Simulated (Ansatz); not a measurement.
## KCl at several levels of theory

One geometry, relaxed with PBE, and single points on it; plane waves with PAW potentials in Ansatz, scalar-relativistic unless the row names spin-orbit coupling. No spin polarisation. Meshes are on the primitive cell of 2 atoms. Gaps are the least over mesh and band path; pressure is positive in compression. Smearing is Gaussian, 0.02 eV. Stresses of the hybrids are converged loosely, to a few tenths of a GPa.

```
K Cl
1.0
     3.83757    0.00000    0.00000
     0.00000    3.83757    0.00000
     0.00000    0.00000    3.83757
K Cl
1 1
Direct
  0.00000 0.00000 0.00000
  0.50000 0.50000 0.50000
```

```
level cutoff (eV) k mesh gap (eV) pressure (GPa) rough cost with bands (core-min)
HSE06          420   6×6×6      6.12            -0.4                                 4
```

Problem. What does PBE0 give on the same cell?

Solution.
```json
{"level": "PBE0", "cutoff (eV)": "420", "k mesh": "6×6×6", "gap (eV)": "6.85", "pressure (GPa)": "-0.5", "rough cost with bands (core-min)": "4"}
```

This CsCl-type form isn't the usual stable structure of the compound.